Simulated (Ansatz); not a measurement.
Collinear states of Fe2Si

Computed with Ansatz, DFT r2SCAN, scalar-relativistic, plane waves, PAW.

```
CELL_PARAMETERS angstrom
-1.34748 1.34748 4.45257
1.34748 -1.34748 4.45257
1.34748 1.34748 -4.45257
ATOMIC_POSITIONS crystal
Fe 0.33963 0.33963 0.00000
Fe 0.66037 0.66037 0.00000
Si 0.00000 0.00000 0.00000
```

```
plane-wave cutoff                               : 500 eV
Γ-centred k-mesh                                : 22×22×22
occupation rule                                 : Gaussian smearing, 0.1 eV
list of starting moments (μB, in atom order)    : 4 4 0
check for lower electronic states after the SCF : off
```

All runs keep this geometry, which isn't relaxed for the lowest state (largest force there 0.765 eV/Å, pressure 2.1 GPa) and needn't be a stable compound; relaxing each order would shift the differences by some 38 meV/atom, going by the pressures and a bulk modulus of about 150 GPa. r2SCAN tends to overstate moments in metals. Site moments are spin moments in atom-centred spheres that scale with the neighbour distance. The states are those that the runs reached from these starts; a lower one can exist. No antiferromagnetic start is among these.

Q: Starts tried: no spin; ferromagnetic. Which state comes out lowest, and what are the moments?

A: Of the states reached here, with no antiferromagnetic start among them, the lowest is ferromagnetic, reached from the start “ferromagnetic”, with site moments (μB) Fe +1.91 (×2), Si -0.11.

```json
{"start": "no spin", "ends": "non-magnetic", "energy above lowest (meV/atom)": "217", "site moments (μB)": "none over 0.05", "gap on mesh (eV)": "metal", "P (GPa)": "-13.2"}
{"start": "ferromagnetic", "ends": "ferromagnetic", "energy above lowest (meV/atom)": "0.00", "site moments (μB)": "Fe +1.91 (×2), Si -0.11", "gap on mesh (eV)": "metal", "P (GPa)": "2.1"}
```

Cost: 2 runs of about 3 core-minutes in all, on Intel Xeon 6975P-C (Granite Rapids) (shared hosts).